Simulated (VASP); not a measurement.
Crystal: Ti.

```xyz
1
Lattice="-1.6567 1.6567 1.6567 1.6567 -1.6567 1.6567 1.6567 1.6567 -1.6567" Properties=species:S:1:pos:R:3 pbc="T T T"
Ti    0.0000    0.0000    0.0000
```

This isn't the form of Ti at room conditions, which is hcp.

```yaml
Program: VASP 6.6.1
Task: relaxation of cell and atoms
Functional: PBEsol
Potentials_or_basis: VASP PAW PBE potentials, release 64 (Ti_sv)
Cutoff: 600 eV
k_mesh: 8 × 8 × 8
Occupations: gaussian, width 0.1 eV
Spin: no spin polarisation
```

At the start: pressure -9.5 GPa; volume 18.19 Å³/atom.

Q: Where does the relaxation end?

A: Over 3 steps the energy falls by 54.1 meV/atom and the volume is 16.51 Å³/atom (-9.3 %); space group Im-3m (No. 229, to 0.05 Å).

The path:
```
step  energy change (eV)  largest force (eV/Å)  pressure (GPa)  volume (Å³)
   1              0.0000                0.0000           -9.54        18.19
   2             -0.0294                0.0000            8.17        15.48
   3             -0.0541                0.0000           -0.04        16.51
```

Final structure:
```
Ti
1.0
    -1.60394    1.60394    1.60394
     1.60394   -1.60394    1.60394
     1.60394    1.60394   -1.60394
Ti
1
Cartesian
  0.0000 0.0000 0.0000
```

Caveat: the PAW data sets were made with another functional, which shifts forces and pressure a little.
